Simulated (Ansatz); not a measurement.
Runs of Ansatz 0.2.0 on PbO2. Symmetry: Fm-3m, No. 225, cubic system. The conventional cell has a = 5.404 Å, b = 5.404 Å, c = 5.404 Å, α = 90.00°, β = 90.00°, γ = 90.00°. Pb (site symmetry m-3m) is surrounded by 8 O at 2.34 Å. O (site symmetry -43m) is surrounded by 4 Pb at 2.34 Å. The cell comes from a database or a generator and needn't be the stable form of this composition.

```csv
task,level,potentials or basis,spin,cell,k mesh,cutoff (eV),smearing,other keys,gap on the mesh (eV),pressure (GPa),moment (μB)
atomic charges,PBEsol,SSSP precision PAW,off,volume scaled by 0.92,9 × 9 × 9,1020,methfessel-paxton 0.1 eV,-,none,8.7,-
electrostatic potential,PBEsol,Ansatz PAW,"collinear, random start",as given,9 × 9 × 9,420,methfessel-paxton 0.1 eV,scf.initial_density.chi_scale = 0.1; …,none,(a),0.00
single point,BLYP+D3(BJ),PseudoDojo standard (PBE files),"SOC, no magnetisation","atoms moved at random, drawn with an rms of 0.15 Å",7 × 7 × 7,1143,fermi-dirac 0.15 eV,-,none,5.6,-
single point,rPW86-PBE+D4,Ansatz PAW,"non-collinear, ferromagnetic start, SOC",as given,9 × 9 × 9,420,cold 0.025 eV,-,none,2.5,0.00
```

Estimate the missing entries.

(a) -5.9.

Caveats: the PAW data sets come from PBE, with cores solved anew for the run's functional, which leaves a small shift of forces and pressure (some runs); the starting moments weren't kept (some runs); pairwise dispersion overbinds metals, which lowers pressure and volume (some runs); the potentials were made for another functional, which shifts forces and pressure (some runs); the thresholds are loose for stress (some runs).

A k mesh can miss the band edges, and rows without SOC leave out spin-orbit coupling on Pb.

A gap of «none» marks a metal or a gap under the smearing width.

Runs at the PBE level aren't shown here.
